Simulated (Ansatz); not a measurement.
# AlNi: what a guessed cell relaxes into

Where does this trial cell of AlNi go when cell and atoms are let free?

Computed with Ansatz 0.2.0 (DFT PBE, scalar-relativistic, plane waves, PAW, unless a step's input says otherwise).

### 1 Starting point

It takes space group Pm-3m (No. 221, cubic). Conventional cell: a = 2.881 Å, b = 2.881 Å, c = 2.881 Å, α = 90.00°, β = 90.00°, γ = 90.00°. Al (site symmetry m-3m) has 8 Ni at 2.50 Å as nearest neighbours. Ni (site symmetry m-3m) is surrounded by 8 Al at 2.50 Å.

Coordinates:

```
Al Ni
1.0
     2.88100    0.00000    0.00000
     0.00000    2.88100    0.00000
     0.00000    0.00000    2.88100
Al Ni
1 1
Direct
  0.00000 0.00000 0.00000
  0.50000 0.50000 0.50000
```

The start is a polymorph listed in a database, not an invented cell.

### 2 The guess as it stands, on a coarse mesh

input.yaml

```yaml
crystal:
  lattice:
    - [2.88100004, 0.0, 0.0]
    - [0.0, 2.88100004, 0.0]
    - [0.0, 0.0, 2.88100004]
  atoms:
    - { symbol: Al, position: [0.0, 0.0, 0.0] }
    - { symbol: Ni, position: [0.5, 0.5, 0.5], spin: 2.0 }
basis:
  ecutwfc: 420
kpoints:
  mp_grid: { grid: [6, 6, 6] }
hamiltonian:
  xc: pbe
scf:
  occupations: { method: gaussian, width: 0.1 }
  lower_state_search: "off"
output:
  forces: true
  stress: true
  eigenvalues: true
  populations: true
magnetization:
  spin_polarized: true
```

Run with:

```sh
ansatz run input.yaml --threads 1 --pin off --max-ram 2560MiB --backend cpu --events-out ev --progress --plain --runs-dir out
```

What it wrote (excerpt; [...] marks lines left out):

```text
Warning: RAYON_NUM_THREADS=1 ignored (pool sized by the plan → 1); use --threads N
[...]
Pseudopotentials: kind: paw
Pseudopotential: Al, paw, valence charge 3, recommended cutoff 420 eV (normal), Al.paw.azcp
Pseudopotential: Ni, paw, valence charge 18, recommended cutoff 420 eV (normal), Ni.paw.azcp
Functional definition: PBE
[...]
Crystal: 2 atoms, lattice volume = 23.913 Å³
Basis set: ecut = 420 eV, 461 PW (Γ), exchange–correlation on 40×40×40 points (8 copies of the dense FFT grid, shifted against one another)
Bands: 16, of which v1, the nominal top of the filled ones, is band 11 counted from 1 (10 counted from 0)
Symmetry: 48 space group operations
Space group: Pm-3m (ITA 221), of the structure as read, at distance tolerance 2.9e-5 Å
Magnetic group: BNS 221.92 (UNI 1594), of the structure as read, at distance tolerance 2.9e-5 Å
k-points: 20 of 216
[...]
Starting moments: Σ|m| = 2 μB on 1 of 2 sites
[...]
SCF iter   1: F=—  HF=-6378.280303 eV  |F-HF|=—  |Δ(HF+E_count)|=         —  Δρ=1.87e-1 (↑9.43e-2 ↓1.87e-1)  dr2=2.11e0  dr2_m=4.27e0  M=0.421 μB ∫|m|=0.523 μB  β_m=0.30  ethr=3.10e-3  ⟨swp⟩=4.4  Hψ=2848  notcnv=0
[...]
spin-set hold released at iteration 2 (the charge has settled, or the pull on large starting moments outlasts its swing): the magnetisation degrees of freedom join the quasi-Newton model from the next iteration; the mixer history was flushed
[...]
SCF iter  14: F=-6378.503373 eV  HF=-6378.503373 eV  |F-HF|=0.00e0  |Δ(HF+E_count)|=  2.26e-10  Δρ=6.80e-8 (↑6.80e-8 ↓2.30e-8)  dr2=5.48e-13  dr2_m=4.43e-13  M=-0.000 μB ∫|m|=0.000 μB  ethr=1.00e-12  ⟨swp⟩=1.0  Hψ=1607  notcnv=0
WARN: the starting moments were not kept: the SCF closed with an absolute magnetisation of 7.5e-7 μB, where they sum to 2 μB in size (1 site). That is at most 0.1 of that sum. Measured as dr2_m measures the in/out step, that magnetisation stands 1.2e-12 eV from none, at or under the [...]
SCF converged after 14 iterations
Magnetization: -0.0000 μB (10.5000 up, 10.5000 down)
Absolute magnetization: 0.0000 μB (∫|ρ↑−ρ↓|, with the PAW one-centre terms)
Spin contamination: 0.0000 ħ² per cell (⟨S²⟩ above its minimum at these occupations)
Per-site moments (μB) at R_I (Å): [(1.3833060455736702e-8, 1.0291954294643935), (-6.930943465164437e-7, 1.0291954294643935)]
Free energy (F): -6378.503373 eV
[...]
E sigma→0 (E₀):  -6378.499770 eV
Entropy (-TS):   -0.007205 eV (-3.602 meV/atom)
Fermi energy:    14.027727 eV
[...]
--- Forces (eV/Å), atoms counted from 1 ---
  atom   1  Al    -0.00000000     0.00000000    -0.00000000
  atom   2  Ni     0.00000000     0.00000000    -0.00000000
[...]
--- Stress (GPa, compression-positive) ---
        2.317143       0.000000       0.000000
        0.000000       2.317143       0.000000
        0.000000       0.000000       2.317143
  P = ⅓ Tr σ = 2.3171 GPa (23.171 kbar)
--- Band table (eV; the first three rows and the last of 40) ---
  k-point 0 ↑: bands = ["-89.3490", "-49.7502", "-49.7502", "-49.7502", "2.8228", "10.7345", "10.7345", "12.4345", "12.4345", "12.4345", "19.4653", "19.4653", "19.4653", "22.0681", "22.0681", "27.6931"]
[...]
--- Löwdin populations: 2 sites ---
  site symbol       q [e]    m [muB]
     0     Al      3.3050    -0.0000
     1     Ni     17.5146    -0.0000
  spilling = 0.008590 (of n_electrons = 21.000000)
```

It took 2.7 s on 1 thread of Intel Xeon at 2.70GHz, shared host; peak memory 0.29 GiB.

Site by site:

| atom | Löwdin electrons |
| --- | --- |
| Al1 | 3.30 |
| Ni2 | 17.51 |

The Löwdin counts miss 0.18 of the 21 electrons, which the atomic orbitals do not span, so they are no charges.

From the probe: pressure 2.3 GPa, largest force 0.00 eV/Å, gap on this mesh none (metal). The relaxation goes to the converged mesh at once.

### 3 Full relaxation

input.yaml

```yaml
crystal:
  lattice:
    - [2.88100004, 0.0, 0.0]
    - [0.0, 2.88100004, 0.0]
    - [0.0, 0.0, 2.88100004]
  atoms:
    - { symbol: Al, position: [0.0, 0.0, 0.0] }
    - { symbol: Ni, position: [0.5, 0.5, 0.5] }
basis:
  ecutwfc: 420
kpoints:
  mp_grid: { grid: [20, 20, 20] }
hamiltonian:
  xc: pbe
scf:
  occupations: { method: gaussian, width: 0.1 }
output:
  forces: true
  stress: true
  eigenvalues: true
  write_density: true
  write_potential: true
  elf: true
  volumetric_format: npy
relax:
  adjacent_minimum: "off"
  f_tol: 0.01
  max_steps: 80
  cell: { stress_tol: 0.05 }
```

Run with:

```sh
ansatz run input.yaml --threads 1 --pin off --max-ram 2560MiB --backend cpu --events-out ev --progress --plain --runs-dir out
```

What it wrote:

```text
Warning: RAYON_NUM_THREADS=1 ignored (pool sized by the plan → 1); use --threads N
Engine: ansatz 0.2.0, x86_64-unknown-linux-gnu
[... 4 set-up lines as earlier in the session ...]
  parameter kappa = 0.804
  parameter beta = 0.06672455060314922
  exchange = pbe_x(kappa = kappa, mu = beta*pi^2/3)
  correlation = pbe_c(beta = beta)
Crystal: 2 atoms, lattice volume = 23.913 Å³
Basis set: ecut = 420 eV, 461 PW (Γ), exchange–correlation on 40×40×40 points (8 copies of the dense FFT grid, shifted against one another)
Bands: 15, of which v1, the nominal top of the filled ones, is band 11 counted from 1 (10 counted from 0)
[... 2 set-up lines as earlier in the session ...]
k-points: 286 of 8000
Non-local potential: Al, projectors of the file, l = 0: 2, l = 1: 2, l = 2: 1
Non-local potential: Ni, projectors of the file, l = 0: 3, l = 1: 2, l = 2: 3, l = 3: 1
PAW form: soft (Blöchl's): semilocal exchange-correlation on the pseudo side does not see the compensation charge
PAW one-centre angular grid: Al, 110 points (default); XC on 64 Gauss nodes
PAW one-centre angular grid: Ni, 590 points (default); XC on 64 Gauss nodes
Initial density: superposition of atomic densities (neutral atoms: chi_scale 0, normalization atom), corrected by the library's trained network
Initial wavefunctions: pseudopotential atomic-orbital guess
Functional: x = pbe(κ = 0.804, μ = 0.2195149727645171), c = pbe(β = 0.06672455060314922)
SCF iter   1: F=—  HF=-6378.529974 eV  |F-HF|=—  |Δ(HF+E_count)|=         —  Δρ=2.08e-3  dr2=5.68e-4  ethr=1.77e-3  ⟨swp⟩=4.8  Hψ=19554  notcnv=0
preconditioner: auto → none  [metal: Δε(μ)=0.002 eV  Ē_g=9.643 eV  σ=0.100 eV  W_gap=0.01  n_scr=6 (ndim 8)  ℏωp=27.4 eV  f_vac=0.000  D(μ)=0.97/eV (n_scr^D=6)  sad-step TF]
SCF iter   2: F=—  HF=-6378.530011 eV  |F-HF|=—  |Δ(HF+E_count)|=   3.76e-5  Δρ=1.15e-3  dr2=2.08e-4  ethr=2.70e-6  ⟨swp⟩=2.3  Hψ=9002  notcnv=0
SCF iter   3: F=—  HF=-6378.530020 eV  |F-HF|=—  |Δ(HF+E_count)|=   8.62e-6  Δρ=8.67e-5  dr2=1.40e-6  ethr=9.90e-7  ⟨swp⟩=1.1  Hψ=4220  notcnv=0
SCF iter   4: F=—  HF=-6378.530094 eV  |F-HF|=—  |Δ(HF+E_count)|=   7.36e-5  Δρ=3.55e-5  dr2=1.47e-7  ethr=6.69e-9  ⟨swp⟩=2.0  Hψ=6136  notcnv=0
iter 5 did not close the SCF: its close was put off for the readings that it lacked (scf_convergence_deferred on its scf_iter line)
SCF iter   5: F=-6378.530094 eV  HF=-6378.530094 eV  |F-HF|=5.22e-10  |Δ(HF+E_count)|=  2.73e-11  Δρ=6.05e-6  dr2=2.16e-9  ethr=6.99e-10  ⟨swp⟩=2.4  Hψ=6624  notcnv=0
SCF iter   6: F=-6378.530094 eV  HF=-6378.530094 eV  |F-HF|=8.09e-11  |Δ(HF+E_count)|=  6.82e-10  Δρ=1.60e-6  dr2=9.35e-11  ethr=1.03e-11  ⟨swp⟩=5.9  Hψ=22519  notcnv=0
SCF 1 converged in 6 iterations: F = -6378.530094 eV  dr2 = 9.35e-11
relax step   1: F+E_penalty+E_count = -6378.53009365 eV  Δ(F+E_penalty+E_count) = +0.000e0 eV  max|allowed force component| = 4.316e-29 eV/Å  Δτ_max = 0.0000 Å  P = +2.053 GPa  Ω = 23.913 Å³  (6 SCF iters, dr2 threshold 1.00e-7 eV, accepted)
Crystal: 2 atoms, lattice volume = 24.094 Å³
Initial density: handed on by an earlier stage of this run
Initial wavefunctions: those handed on with the density
iter 1 solved again at ethr=5.91e-7 eV; its pass at ethr=3.10e-3 eV (dr2=1.24e-4 eV) is discarded
SCF iter   1: F=—  HF=-6378.531600 eV  |F-HF|=—  |Δ(HF+E_count)|=         —  Δρ=8.88e-4  dr2=1.19e-4  ethr=5.91e-7  ⟨swp⟩=2.0  Hψ=24877  notcnv=0
preconditioner: auto → none  [metal: Δε(μ)=0.003 eV  Ē_g=9.592 eV  σ=0.100 eV  W_gap=0.02  n_scr=6 (ndim 8)  ℏωp=27.3 eV  f_vac=0.000  D(μ)=0.97/eV (n_scr^D=6)]
SCF iter   2: F=—  HF=-6378.531635 eV  |F-HF|=—  |Δ(HF+E_count)|=   3.52e-5  Δρ=1.60e-4  dr2=4.59e-6  ethr=5.66e-7  ⟨swp⟩=1.2  Hψ=4533  notcnv=0
SCF iter   3: F=—  HF=-6378.531631 eV  |F-HF|=—  |Δ(HF+E_count)|=   3.63e-6  Δρ=3.01e-5  dr2=1.56e-7  ethr=2.18e-8  ⟨swp⟩=1.8  Hψ=5548  notcnv=0
iter 4 did not close the SCF: its close was put off for the readings that it lacked (scf_convergence_deferred on its scf_iter line)
SCF iter   4: F=-6378.531631 eV  HF=-6378.531631 eV  |F-HF|=1.78e-9  |Δ(HF+E_count)|=   2.23e-7  Δρ=4.79e-6  dr2=3.66e-9  ethr=7.43e-10  ⟨swp⟩=2.3  Hψ=5836  notcnv=0
iter 5 did not close the SCF: its close was put off for the readings that it lacked (scf_convergence_deferred on its scf_iter line)
SCF iter   5: F=-6378.531631 eV  HF=-6378.531631 eV  |F-HF|=4.18e-11  |Δ(HF+E_count)|=  4.41e-10  Δρ=7.24e-7  dr2=5.98e-11  ethr=1.74e-11  ⟨swp⟩=1.4  Hψ=4769  notcnv=0
SCF iter   6: F=-6378.531631 eV  HF=-6378.531631 eV  |F-HF|=6.37e-12  |Δ(HF+E_count)|=  3.64e-12  Δρ=1.58e-7  dr2=3.19e-12  ethr=1.00e-12  ⟨swp⟩=4.2  Hψ=18924  notcnv=0
SCF 2 converged in 6 iterations: F = -6378.531631 eV  dr2 = 3.19e-12
relax step   2: F+E_penalty+E_count = -6378.53163116 eV  Δ(F+E_penalty+E_count) = -1.538e-3 eV  max|allowed force component| = 1.959e-29 eV/Å  Δτ_max = 0.0000 Å  P = +0.803 GPa  Ω = 24.094 Å³  energy of the carried Pulay correction = -7.146e-5 eV  (6 SCF iters, dr2 threshold 2.00e-7 eV, accepted)
Crystal: 2 atoms, lattice volume = 24.212 Å³
iter 1 solved again at ethr=2.31e-7 eV; its pass at ethr=3.10e-3 eV (dr2=4.86e-5 eV) is discarded
SCF iter   1: F=—  HF=-6378.531840 eV  |F-HF|=—  |Δ(HF+E_count)|=         —  Δρ=5.66e-4  dr2=4.85e-5  ethr=2.31e-7  ⟨swp⟩=2.0  Hψ=24344  notcnv=0
preconditioner: auto → none  [metal: Δε(μ)=0.003 eV  Ē_g=9.549 eV  σ=0.100 eV  W_gap=0.02  n_scr=6 (ndim 8)  ℏωp=27.2 eV  f_vac=0.000  D(μ)=0.97/eV (n_scr^D=6)]
SCF iter   2: F=—  HF=-6378.531887 eV  |F-HF|=—  |Δ(HF+E_count)|=   4.66e-5  Δρ=1.02e-4  dr2=1.86e-6  ethr=2.31e-7  ⟨swp⟩=1.3  Hψ=4642  notcnv=0
iter 3 did not close the SCF: its close was put off for the readings that it lacked (scf_convergence_deferred on its scf_iter line)
SCF iter   3: F=-6378.531885 eV  HF=-6378.531885 eV  |F-HF|=1.08e-7  |Δ(HF+E_count)|=   1.51e-6  Δρ=2.02e-5  dr2=7.07e-8  ethr=8.88e-9  ⟨swp⟩=1.5  Hψ=5161  notcnv=0
iter 4 did not close the SCF: its close was put off for the readings that it lacked (scf_convergence_deferred on its scf_iter line)
SCF iter   4: F=-6378.531885 eV  HF=-6378.531885 eV  |F-HF|=1.01e-9  |Δ(HF+E_count)|=   9.32e-8  Δρ=3.46e-6  dr2=1.95e-9  ethr=3.37e-10  ⟨swp⟩=2.4  Hψ=5974  notcnv=0
iter 5 did not close the SCF: its close was put off for the readings that it lacked (scf_convergence_deferred on its scf_iter line)
SCF iter   5: F=-6378.531885 eV  HF=-6378.531885 eV  |F-HF|=6.37e-12  |Δ(HF+E_count)|=  2.16e-10  Δρ=3.41e-7  dr2=1.18e-11  ethr=9.30e-12  ⟨swp⟩=1.2  Hψ=4410  notcnv=0
SCF iter   6: F=-6378.531885 eV  HF=-6378.531885 eV  |F-HF|=9.09e-13  |Δ(HF+E_count)|=  9.09e-13  Δρ=7.65e-8  dr2=7.62e-13  ethr=1.00e-12  ⟨swp⟩=4.3  Hψ=18537  notcnv=0
SCF 3 converged in 6 iterations: F = -6378.531885 eV  dr2 = 7.62e-13
relax step   3: F+E_penalty+E_count = -6378.53188508 eV  Δ(F+E_penalty+E_count) = -2.539e-4 eV  max|allowed force component| = 1.118e-30 eV/Å  Δτ_max = 0.0000 Å  P = +0.016 GPa  Ω = 24.212 Å³  energy of the carried Pulay correction = -1.177e-4 eV  (6 SCF iters, dr2 threshold 2.00e-7 eV, accepted)
Initial wavefunctions: pseudopotential atomic-orbital guess (no wavefunctions were taken with the density)
iter 1 solved again at ethr=9.82e-9 eV; its pass at ethr=3.10e-3 eV (dr2=2.06e-6 eV) is discarded
SCF iter   1: F=—  HF=-6378.531889 eV  |F-HF|=—  |Δ(HF+E_count)|=         —  Δρ=3.55e-4  dr2=6.38e-7  ethr=9.82e-9  ⟨swp⟩=3.0  Hψ=32882  notcnv=0
preconditioner: auto → none  [metal: Δε(μ)=0.002 eV  Ē_g=9.548 eV  σ=0.100 eV  W_gap=0.01  n_scr=6 (ndim 8)  ℏωp=27.2 eV  f_vac=0.000  D(μ)=0.97/eV (n_scr^D=6)]
SCF iter   2: F=—  HF=-6378.531989 eV  |F-HF|=—  |Δ(HF+E_count)|=   1.00e-4  Δρ=1.78e-4  dr2=1.67e-7  ethr=3.04e-9  ⟨swp⟩=2.0  Hψ=5178  notcnv=0
SCF iter   3: F=—  HF=-6378.532003 eV  |F-HF|=—  |Δ(HF+E_count)|=   1.40e-5  Δρ=1.13e-5  dr2=1.64e-8  ethr=7.97e-10  ⟨swp⟩=1.0  Hψ=4290  notcnv=0
SCF iter   4: F=—  HF=-6378.532003 eV  |F-HF|=—  |Δ(HF+E_count)|=   1.24e-8  Δρ=2.50e-6  dr2=1.48e-9  ethr=7.82e-11  ⟨swp⟩=1.1  Hψ=4421  notcnv=0
SCF iter   5: F=—  HF=-6378.532003 eV  |F-HF|=—  |Δ(HF+E_count)|=  9.28e-11  Δρ=1.72e-6  dr2=5.23e-10  ethr=7.07e-12  ⟨swp⟩=1.1  Hψ=4308  notcnv=0
SCF iter   6: F=-6378.532003 eV  HF=-6378.532003 eV  |F-HF|=7.28e-12  |Δ(HF+E_count)|=  4.64e-11  Δρ=2.39e-7  dr2=1.40e-11  ethr=1.00e-12  ⟨swp⟩=4.5  Hψ=18989  notcnv=0
SCF 4 converged in 6 iterations: F = -6378.532003 eV  dr2 = 1.40e-11
relax step   4: F+E_penalty+E_count = -6378.53200282 eV  Δ(F+E_penalty+E_count) = -1.177e-4 eV  max|allowed force component| = 4.659e-30 eV/Å  Δτ_max = 0.0000 Å  P = +0.020 GPa  Ω = 24.212 Å³  stress off target by 2.03e-2 GPa  SCF on the basis re-selected at this cell (its energy is not comparable with the rows above)  (6 SCF iters)
basis re-selected at this cell: Δ(F+E_penalty+E_count) = -1.177e-4 eV, ΔP = +0.004 GPa vs the last step (what re-selecting the basis moved, of the pressure what is left beyond the Pulay correction that the steps carried, after the strain that the cell walked since its last selection, with what the two solves' SCF thresholds leave and, on support functions, any second-order correction that the steps lacked; it is no measure of the basis error at this ecutwfc). This SCF's stress stands 2.03e-2 GPa from its target on what of the cell is left free (relax.cell.stress_tol is 5.00e-2 GPa) and its largest allowed force component is 4.66e-30 eV/Å (relax.f_tol is 1.00e-2 eV/Å): within both
SCF converged after 6 iterations
Free energy (F): -6378.532003 eV
Harris-Foulkes:  -6378.532003 eV  (|F-HF|=7.28e-12)
Internal energy: -6378.527136 eV  (E = F + TS)
E sigma→0 (E₀):  -6378.529570 eV
Entropy (-TS):   -0.004866 eV (-2.433 meV/atom)
Fermi energy:    13.766624 eV
--- Per-component energies (eV) ---
  E_band       = -339.918920
  E_kinetic    = 310.581503
  E_local      = -4464.085869  (includes V_loc(G=0)·N_el)
  E_nonlocal   = 647.756592
  E_hartree    = 1920.656016
  E_xc         = -126.075270
  E_vxc        = -140.360780  (∫ρ·V_xc dr)
  E_paw        = -2100.397850  (= ΣΔE_a)
  E_vpaw       = -535.123182  (= ΣTr[D̂ρ^β])
  E_aug_tail   = 0.000486  (compensation charges beyond the density's cutoff)
  E_ewald      = -2566.962744
  E_smearing   = -0.004866  (= −TS)
  E_closure    = 0.000000  (closes the sum)
  Σ components = -6378.532003   (vs F -6378.532003, Δ=0.00e0)
--- Forces (eV/Å), atoms counted from 1 ---
  atom   1  Al     0.00000000     0.00000000    -0.00000000
  atom   2  Ni     0.00000000     0.00000000     0.00000000
  max |Σ_I F_I| component: 9.61e-30 eV/Å
--- Stress (GPa, compression-positive) ---
        0.020270       0.000000      -0.000000
        0.000000       0.020270      -0.000000
       -0.000000      -0.000000       0.020270
  P = ⅓ Tr σ = 0.0203 GPa (0.203 kbar)
--- Band table (eV; the first three rows and the last of 286) ---
  k-point 0: bands = ["-89.5079", "-49.9098", "-49.9098", "-49.9098", "2.7007", "10.5984", "10.5984", "12.2683", "12.2683", "12.2683", "19.1999", "19.1999", "19.1999", "21.8193", "21.8193"]
  k-point 1: bands = ["-89.5079", "-49.9104", "-49.9098", "-49.9098", "2.7464", "10.5952", "10.6092", "12.2481", "12.2481", "12.2705", "18.6591", "19.2606", "19.2606", "21.8221", "22.3126"]
  k-point 2: bands = ["-89.5078", "-49.9119", "-49.9097", "-49.9097", "2.8832", "10.5798", "10.6408", "12.1907", "12.1907", "12.2767", "17.6088", "19.4395", "19.4395", "21.8304", "23.2016"]
  k-point 285: bands = ["-89.5040", "-49.9276", "-49.9276", "-49.9276", "9.7297", "9.7297", "9.7297", "12.8199", "12.8199", "15.7456", "15.7456", "15.7456", "17.3483", "18.1774", "18.1774"]
--- Relaxed structure (3 steps of the walk, 3 accepted, 1 SCFs on fresh bases) ---
  F+E_penalty+E_count = -6378.53200282 eV   max|allowed force component| = 4.659e-30 eV/Å   (the final SCF, on the basis selected at the relaxed cell)
  cell:  # Å, volume = 24.2117 Å³
    - [2.8929547311281723, -3.6111186457260665e-33, -1.6049416203226965e-35]
    - [-3.6111186457260665e-33, 2.8929547311281723, 0.0]
    - [-1.6049416203226965e-35, 0.0, 2.8929547311281723]
  atoms:
    - { symbol: Al, position: [6.963474479474837e-37, -1.740868619875359e-36, -2.089042343855751e-36] }
    - { symbol: Ni, position: [0.5, 0.5, 0.5] }
```

Wall time 28 s (1 thread of Intel Xeon at 2.70GHz, shared host); peak memory 0.43 GiB.

Relaxation path:

```csv
step,E - E(step 1) (eV/cell),largest force component (eV/Å),pressure (GPa),volume (Å³)
1,0.0000,0.0000,2.05,23.91
2,-0.0015,0.0000,0.80,24.09
3,-0.0018,0.0000,0.02,24.21
4,-0.0019,0.0000,0.02,24.21
```

Step 1 is the start. Step 4 repeats the geometry before it on a plane-wave basis chosen anew for that cell, so its energy need not be comparable with the rows above.

|  | before | after | change |
| --- | --- | --- | --- |
| a (Å) | 2.881 | 2.893 | +0.4 % |
| b (Å) | 2.881 | 2.893 | +0.4 % |
| c (Å) | 2.881 | 2.893 | +0.4 % |
| volume (Å³/atom) | 11.96 | 12.11 | +1.3 % |
| shortest distance (Å) | 2.495 | 2.505 | +0.4 % |
| space group (0.01 Å) | Pm-3m | Pm-3m | same |

Forces and stress were held to the start's 48 operations: a distortion of lower symmetry was not tested.

Density in a lattice plane of the grid's cell (edges 2.89 and 2.89 Å, at 0.500 of the third edge), which holds Ni.

Values in e/Å³, 12 rows by 12 columns:
```
 0.22  0.22  0.23  0.24  0.25  0.27  0.28  0.27  0.25  0.24  0.23  0.22
 0.22  0.23  0.25  0.29  0.36  0.45  0.50  0.45  0.36  0.29  0.25  0.23
 0.22  0.24  0.29  0.41  0.74  1.38  1.74  1.38  0.74  0.41  0.29  0.24
 0.23  0.25  0.36  0.74  2.14  5.59  7.83  5.59  2.14  0.74  0.36  0.25
 0.22  0.27  0.45  1.38  5.59 19.59 29.95 19.59  5.59  1.38  0.45  0.27
 0.22  0.28  0.50  1.74  7.83 29.95 46.88 29.95  7.83  1.74  0.50  0.28
 0.22  0.27  0.45  1.38  5.59 19.59 29.95 19.59  5.59  1.38  0.45  0.27
 0.23  0.25  0.36  0.74  2.14  5.59  7.83  5.59  2.14  0.74  0.36  0.25
 0.22  0.24  0.29  0.41  0.74  1.38  1.74  1.38  0.74  0.41  0.29  0.24
 0.22  0.23  0.25  0.29  0.36  0.45  0.50  0.45  0.36  0.29  0.25  0.23
 0.22  0.22  0.23  0.24  0.25  0.27  0.28  0.27  0.25  0.24  0.23  0.22
 0.21  0.22  0.22  0.22  0.23  0.22  0.22  0.22  0.23  0.22  0.22  0.22
```
Columns run along the first of these edges and rows up along the second, over one cell in 12 and 12 even steps from the bottom left corner. Atoms in the plane (fractional): Ni at (0.50, 0.50).

ELF in the same plane.

Ten even steps from ' ' (0.18) to '@' (0.66):
```
********++++====----::::::::::----====++++******
******++++====--::..............::--====++++****
****++++==--::....              ....::--==++++**
++++++==--::..                      ..::--==++++
++====--::..          ......          ..::--====
====--::..      ....::::::::::....      ..::--==
==--::..      ....::--======--::....      ..::--
--::::        ..::==++**##**++==::..        ::::
--::..      ..::--++##%%@@%%##++--::..      ..::
--::..      ..::--++##@@@@@@##++--::..      ..::
--::..      ..::--++##%%@@%%##++--::..      ..::
--::::        ..::==++**##**++==::..        ::::
==--::..      ....::--======--::....      ..::--
====--::..      ....::::::::::....      ..::--==
++====--::..          ......          ..::--====
++++++==--::..                      ..::--==++++
****++++==--::....              ....::--==++++**
******++++====--::..............::--====++++****
********++++====----::::::::::----====++++******
**********++++====--------------====++++********
```
Columns run along the first of these edges and rows up along the second, over one cell in 24 and 20 even steps from the bottom left corner. Atoms in the plane (fractional): Ni at (0.50, 0.50).

Both are smooth fields of the valence electrons: close to the nuclei they are not physical.

Outside the cores ELF peaks at 0.52 in the shell around Al, 1.0 Å from Al.

### 4 What came out

| quantity | value |
| --- | --- |
| symmetry at the end (tolerance 0.05 Å) | space group Pm-3m (No. 221) |
| conventional cell | a = 2.893 Å, b = 2.893 Å, c = 2.893 Å, α = 90.00°, β = 90.00°, γ = 90.00° |
| volume | 12.11 Å³/atom |
| energy over the elements | -0.65 eV/atom |
| gap on the mesh | none (metal) |

In words: The space group Pm-3m (No. 221) is kept, and the volume per atom grows by 1.3 % from the first guess. A negative formation energy is needed for stability but isn't enough; other structures and compounds were not set against it here. No finished test with a distortion of lower symmetry is shown, so the end may be a saddle point. A spin-polarised run here lost its starting moments, which speaks against magnetism, though one start doesn't rule it out. Other magnetic orders were not searched.
